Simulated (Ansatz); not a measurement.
Crystal: AlFe.

```
CELL_PARAMETERS angstrom
2.91000 0.00000 0.00000
0.00000 2.91000 0.00000
0.00000 0.00000 2.91000
ATOMIC_POSITIONS crystal
Fe 0.50000 0.50000 0.50000
Al 0.00000 0.00000 0.00000
```

Program: Ansatz 0.2.0. Alike in all runs: task band structure; potentials or basis Ansatz PAW; spin collinear, ferromagnetic start; cell as given; k mesh 9 × 9 × 9; cutoff (eV) 420; smearing fermi-dirac 0.05 eV.

**Question.** Order these runs on this cell by their pressure, lowest first.
A. level LDA
B. level RPBE
C. level PBEsol

**Answer.** A (-16.5 GPa), C (-11.2 GPa), B (-2.3 GPa).

Caveats: the PAW data sets come from PBE, with cores solved anew for the run's functional, which leaves a small shift of forces and pressure; so large a pressure means that the cell lies far from this level's equilibrium, or that cutoff or potentials fall short (some runs).

Runs at the PBE level aren't shown here.
